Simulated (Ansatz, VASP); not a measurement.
C: VASP beside Ansatz

File INCAR:

```
SYSTEM = C
PREC = Accurate
ENCUT = 520
EDIFF = 1E-6
ISMEAR = -1
SIGMA = 0.1
LREAL = .FALSE.
LASPH = .TRUE.
NELM = 60
ALGO = Normal
ISIF = 2
LWAVE = .FALSE.
LCHARG = .FALSE.
NBANDS = 11
```

Contents of KPOINTS:

```
regular mesh
0
G
  14 14 8
  0 0 0
```

POSCAR

```
C
1.0
    2.1959904552     -1.2679315390      0.0000000000
    2.1959904552      1.2679315390      0.0000000000
   -1.4235861569      0.0000000000      3.6159018394
C
2
Direct
    0.8333555300      0.8333555300      0.0000930400
    0.1666444700      0.1666444700      0.9999069600
```

Input for Ansatz:

```yaml
crystal:
  lattice:
    - [2.195990455219475, -1.2679315389762285, 0.0]
    - [2.195990455219475, 1.2679315389762285, 0.0]
    - [-1.4235861568787698, 0.0, 3.615901839406436]
  atoms:
    - { symbol: C, position: [0.83335553, 0.83335553, 9.304e-05] }
    - { symbol: C, position: [0.16664447, 0.16664447, 0.99990696] }
basis:
  ecutwfc: 462.593566181796
kpoints:
  mp_grid:
    grid: [14, 14, 8]
hamiltonian:
  xc: lda
  pseudopotentials:
    kind: paw
scf:
  occupations:
    method: fermi_dirac
    width: 0.1
output:
  stress: true
```

This is a stacking variant of graphite.

Alike in both runs: task single point; functional LDA; k mesh 14 × 14 × 8; occupations fermi-dirac, width 0.1 eV; no spin polarisation.

|  | VASP | Ansatz |
| --- | --- | --- |
| version | VASP 6.6.1 | Ansatz 0.2.0 |
| potentials or method | VASP PAW LDA potentials, release 64 (C) | plane waves, PAW |
| plane-wave cutoff (eV) | 520 | 463 |
| valence electrons in the cell | 8 | 8 |

```csv
,VASP,Ansatz,Ansatz less VASP
pressure (GPa),-24.6,-25.3,-0.64
largest component of the traceless stress (GPa),23.36,24.10,+0.735
```

Caveats: so large a pressure means that the cell lies far from this level's equilibrium, or that cutoff or potentials fall short (VASP).
